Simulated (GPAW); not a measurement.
Runs of GPAW 26.7.0 on V. The structure is cubic, space group Im-3m (No. 229). Conventional cell: a = 3.029 Å, b = 3.029 Å, c = 3.029 Å, α = 90.00°, β = 90.00°, γ = 90.00°. Around V (site symmetry m-3m) lie 8 V at 2.62 Å. 

| task | level | potentials or basis | U | cell | k mesh | cutoff (eV) | band path | band points | optimizer | fmax | max steps | mesh quality | gap on the mesh (eV) | pressure (GPa) | moment (μB) |
| --- | --- | --- | --- | --- | --- | --- | --- | --- | --- | --- | --- | --- | --- | --- | --- |
| band structure | PBEsol+U | PAW data sets generated in the run's folder for this functional, pw | V d U = 4 eV | as given | 12 × 12 × 12 | 600 | GHNGPH,PN | 80 | - | - | - | not flagged | - | 15.9 | 1.47 |
| band structure | PBEsol+U | PAW data sets generated in the run's folder for this functional, pw | V d U = 6 eV | as given | 12 × 12 × 12 | 600 | GHNGPH,PN | 80 | - | - | - | not flagged | - | 58.8 | 2.63 |
| relaxation of cell and atoms | PBEsol | PAW data sets generated in the run's folder for this functional, pw | - | relaxed to 20 GPa | 12 × 12 × 12 | 600 | - | - | BFGS | 0.02 eV/Å | 60 | not flagged | none | 20.0 | 0.00 |
| band structure | PBEsol+U | PAW data sets generated in the run's folder for this functional, pw | V d U = 1 eV | as given | 12 × 12 × 12 | 600 | GHNGPH,PN | 80 | - | - | - | not flagged | - | -8.2 | 0.41 |
| relaxation of cell and atoms | PBEsol | PAW data sets generated in the run's folder for this functional, pw | - | relaxed to 2 GPa | 12 × 12 × 12 | 600 | - | - | BFGS | 0.02 eV/Å | 60 | not flagged | none | 2.0 | 0.00 |
| band structure | PBEsol+U | PAW data sets generated in the run's folder for this functional, pw | V d U = 2 eV | as given | 12 × 12 × 12 | 600 | GHNGPH,PN | 80 | - | - | - | not flagged | - | (a) | 0.62 |
| G0W0 quasiparticle levels | PBE | GPAW PAW data sets (gpaw-data 1.2.1), pw | - | as given | 5 × 5 × 5 | 500 | - | - | - | - | - | coarse | none | - | 0.23 |
| band structure | PBEsol | PAW data sets generated in the run's folder for this functional, pw | - | as given | 12 × 12 × 12 | 600 | GHNGPH,PN | 80 | - | - | - | not flagged | - | -10.7 | 0.00 |
| G0W0 quasiparticle levels | PBE | GPAW PAW data sets (gpaw-data 1.2.1), pw | - | as given | 6 × 6 × 6 | 500 | - | - | - | - | - | coarse | none | - | (c) |
| band structure | PBEsol+U | PAW data sets generated in the run's folder for this functional, pw | V d U = 3 eV | as given | 12 × 12 × 12 | 600 | GHNGPH,PN | 80 | - | - | - | not flagged | - | (b) | 0.92 |

Alike in all rows: spin collinear, ferromagnetic start; smearing fermi-dirac 0.05 eV.

**Question.** Fill in the values left out.

**Answer.** (a) -5.2; (b) 0.9; (c) 0.60.

Caveats: some runs use coarse meshes; the U is typed as a test and isn't derived for this compound (some runs); each step starts from the last one's moments, so a moment once lost doesn't come back (some runs); later steps reuse the first step's grids (some runs); G0W0 is unreliable with partly filled bands (some runs); the long-wavelength limit can be off by several per cent where d states take part (some runs); a pressure of tens of GPa on the cell as given is suspect, and the run, the potentials or the cell itself is likely at fault (some runs); on this mesh the treatment of q = 0 moves the result by about a tenth of an eV (some runs).

A gap of «none» marks a metal or a gap under the smearing width.
